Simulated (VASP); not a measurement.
**CdS (strained wurtzite), PBE single-point calculation: Ansatz's output and VASP's**

```yaml
crystal:
  lattice:
    - [4.16460, 0.00000, 0.00000]
    - [-2.08230, 3.60665, 0.00000]
    - [0.00000, 0.00000, 7.03665]
  atoms:
    - { symbol: Cd, position: [0.33333, 0.66667, 0.00288] }
    - { symbol: Cd, position: [0.66667, 0.33333, 0.50288] }
    - { symbol: S, position: [0.33333, 0.66667, 0.37212] }
    - { symbol: S, position: [0.66667, 0.33333, 0.87212] }
```

Ansatz printed

```
SCF 1 converged in 6 iterations: F = -18315.642931 eV  dr2 = 4.56e-8
  greatest PAW one-centre occupation: 1.000 electrons in one spin orbital (limit 2), on the Cd atom at site 1 (counted from 0), in its partial waves of l = 0
NSCF: frozen V_eff on 6 k-points
SCF converged after 6 iterations
Free energy (F): -18315.642931 eV
Harris-Foulkes:  -18315.642931 eV  (|F-HF|=6.14e-8)
Internal energy: -18315.642931 eV  (E = F + TS)
E sigma→0 (E₀):  -18315.642931 eV
Fermi energy:    6.605514 eV
--- Per-component energies (eV) ---
  E_band       = -1050.047124
  E_kinetic    = 1220.978298
  E_local      = -8217.536706  (includes V_loc(G=0)·N_el)
  E_nonlocal   = 124.467905
  E_hartree    = 3764.868186
  E_xc         = -546.416561
  E_vxc        = -616.342013  (∫ρ·V_xc dr)
  E_paw        = -9367.942651  (= ΣΔE_a)
  E_vpaw       = -1091.361952  (= ΣTr[D̂ρ^β])
  E_aug_tail   = 0.000030  (compensation charges beyond the density's cutoff)
  E_ewald      = -5294.061432
  E_smearing   = -0.000000  (= −TS)
  E_closure    = 0.000000  (closes the sum)
  Σ components = -18315.642931   (vs F -18315.642931, Δ=0.00e0)
--- Forces (eV/Å), atoms counted from 1 ---
  atom   1  Cd    -0.00000000    -0.00000000     0.00044090
  atom   2  Cd     0.00000000     0.00000000     0.00044090
  atom   3  S     -0.00000000     0.00000000    -0.00046339
  atom   4  S      0.00000000     0.00000000    -0.00046339
  max |Σ_I F_I| component: 4.50e-5 eV/Å
--- Stress (GPa, compression-positive) ---
       -0.151890       0.000000       0.000000
        0.000000      -0.151890       0.000000
        0.000000       0.000000      -2.090695
  P = ⅓ Tr σ = -0.7982 GPa (-7.982 kbar)
--- Band table (eV; the first three rows and the last of 57) ---
  k-point 0: bands = ["-95.1449", "-95.1448", "-56.2171", "-56.2171", "-56.2171", "-56.2171", "-56.2147", "-56.2144", "-5.9487", "-5.5920", "-1.4630", "-1.4435", "-1.4435", "-1.3733", "-1.3733", "-1.0930", "-1.0930", "-1.0267", "-1.0267", "-0.7733", "1.9528", "5.4646", "5.4646", "5.9265", "6.0953", "6.0953", "7.0960", "9.0105", "12.5046", "12.6777", "12.6777"]
  k-point 1: bands = ["-95.1449", "-95.1448", "-56.2171", "-56.2171", "-56.2171", "-56.2171", "-56.2147", "-56.2144", "-5.8962", "-5.6434", "-1.4351", "-1.4351", "-1.4168", "-1.3855", "-1.3855", "-1.0817", "-1.0817", "-1.0347", "-1.0347", "-0.9662", "2.4591", "4.9499", "5.5516", "5.5516", "5.9971", "5.9971", "7.9806", "9.0274", "12.1627", "12.7558", "12.7558"]
  k-point 2: bands = ["-95.1449", "-95.1449", "-56.2171", "-56.2171", "-56.2171", "-56.2171", "-56.2146", "-56.2146", "-5.7692", "-5.7692", "-1.4122", "-1.4122", "-1.4122", "-1.4122", "-1.2536", "-1.2536", "-1.0567", "-1.0567", "-1.0567", "-1.0567", "3.6044", "3.6044", "5.7688", "5.7688", "5.7688", "5.7688", "8.8364", "8.8364", "12.0581", "12.0581", "13.0234"]
  k-point 56: bands = ["-95.1448", "-95.1448", "-56.2174", "-56.2174", "-56.2174", "-56.2174", "-56.2145", "-56.2145", "-5.4814", "-5.4814", "-1.2873", "-1.2873", "-1.2771", "-1.2771", "-1.0822", "-1.0822", "-1.0816", "-1.0816", "-0.5810", "-0.5810", "2.3621", "2.3621", "3.9007", "3.9007", "4.9471", "4.9471", "10.1706", "10.1706", "11.9986", "11.9986", "12.5919"]
```

The two codes use different PAW datasets and cutoffs. VASP's cell holds 36 valence electrons and Ansatz's 52. Ansatz's stress includes a Pulay correction; VASP's doesn't.

What does VASP give for the same cell and level of theory?

gap between bands v and c 1.00 eV; least direct gap 1.00 eV; pressure -0.5 GPa.

From OUTCAR

```
k-points           NKPTS =     57   k-points in BZ     NKDIM =     57   number of bands    NBANDS=     26

   NELECT =      36.0000    total number of electrons

   dimension x,y,z NGX =    32 NGY =   32 NGZ =   54
   dimension x,y,z NGXF=    64 NGYF=   64 NGZF=  108

  energy-cutoff  :      520.00
  volume of cell :      105.69
      direct lattice vectors                 reciprocal lattice vectors
     4.164601283  0.000000000  0.000000000     0.240119025  0.138632784  0.000000000
    -2.082300641  3.606650507  0.000000000    -0.000000000  0.277265568  0.000000000
     0.000000000  0.000000000  7.036650910     0.000000000  0.000000000  0.142113061

 k-points in reciprocal lattice and weights: KPOINTS created by Atomic Simulation Env
   0.00000000  0.00000000  0.00000000       0.002
   0.08333333  0.00000000  0.00000000       0.010
   0.16666667  0.00000000  0.00000000       0.010
   0.25000000  0.00000000  0.00000000       0.010
   0.33333333  0.00000000  0.00000000       0.010
   0.41666667  0.00000000  0.00000000       0.010
   0.50000000  0.00000000  0.00000000       0.005
   0.08333333  0.08333333  0.00000000       0.010
   ...

 E-fermi :   1.2207

 k-point     1 :       0.0000    0.0000    0.0000
  band No.  band energies     occupation
      1     -11.2079      2.00000
      2     -10.8529      2.00000
      3      -6.7238      2.00000
      4      -6.7045      2.00000
      5      -6.7045      2.00000
      6      -6.6346      2.00000
      7      -6.6346      2.00000
      8      -6.3547      2.00000
      9      -6.3547      2.00000
     10      -6.2882      2.00000
     11      -6.2882      2.00000
     12      -6.0344      2.00000
     13      -3.3090      2.00000
     14       0.2088      2.00000
     15       0.2088      2.00000
     16       0.6704      2.00000
     17       0.8403      2.00000
     18       0.8403      2.00000
     19       1.8413      0.00000
     20       3.7581      0.00000
     21       7.2693      0.00000
     22       7.4372      0.00000
     23       7.4372      0.00000
     24       8.0538      0.00000
     25       8.4446      0.00000
     26       8.4446      0.00000

 k-point     2 :       0.0833    0.0000    0.0000
  band No.  band energies     occupation
      1     -11.1853      2.00000
      2     -10.8419      2.00000
      3      -6.7147      2.00000
      4      -6.6957      2.00000
      5      -6.6886      2.00000
      6      -6.6242      2.00000
      7      -6.6223      2.00000
      8      -6.3595      2.00000
      9      -6.3547      2.00000
     10      -6.2978      2.00000
     11      -6.2864      2.00000
     12      -6.0173      2.00000
     13      -3.2638      2.00000
     14      -0.0709      2.00000
     15       0.1305      2.00000
     16       0.3722      2.00000
     17       0.6415      2.00000
     18       0.7954      2.00000
     19       2.2796      0.00000
     20       4.0293      0.00000
     21       7.1510      0.00000
     22       7.4010      0.00000
     23       7.5300      0.00000
     24       7.9825      0.00000
     25       8.2728      0.00000
     26       8.5837      0.00000

 k-point     3 :       0.1667    0.0000    0.0000
  band No.  band energies     occupation
      1     -11.1226      2.00000
      2     -10.8128      2.00000
      3      -6.6912      2.00000
      4      -6.6730      2.00000
      5      -6.6398      2.00000
      6      -6.5909      2.00000
      7      -6.5887      2.00000
      8      -6.3724      2.00000
      9      -6.3519      2.00000
     10      -6.3180      2.00000
     11      -6.2816      2.00000
     12      -5.9729      2.00000
     13      -3.1382      2.00000
     14      -0.7100      2.00000
     15      -0.3390      2.00000
     16      -0.0710      2.00000
     17       0.5138      2.00000
     18       0.6712      2.00000
     19       2.9485      0.00000
     20       4.5735      0.00000
     21       6.6295      0.00000
     22       7.4957      0.00000
     23       7.7339      0.00000
     24       7.8968      0.00000
     25       8.1621      0.00000
     26       8.9703      0.00000

 ...

  Total        0.0844209      0.0844209     -1.2039458      0.0000000      0.0000000      0.0000000
  in kB        1.2797269      1.2797269    -18.2504686      0.0000000      0.0000000      0.0000000
  external PRESSURE =      -5.2303383 kB  Pullay stress =       0.0000000 kB

 POSITION                                       TOTAL-FORCE (eV/Angst)
 -----------------------------------------------------------------------------------
     -0.00000      2.40443      0.02030         0.000000     -0.000000      0.004584
      2.08230      1.20222      3.53862        -0.000000      0.000000      0.004584
     -0.00000      2.40443      2.61845        -0.000000     -0.000000     -0.004584
      2.08230      1.20222      6.13677        -0.000000     -0.000000     -0.004584
 -----------------------------------------------------------------------------------
    total drift:                               -0.000000     -0.000000     -0.001509

  FREE ENERGIE OF THE ION-ELECTRON SYSTEM (eV)
  ---------------------------------------------------
  free  energy   TOTEN  =       -12.2833283335 eV

  energy  without entropy=      -12.2833283335  energy(sigma->0) =      -12.28332833
```
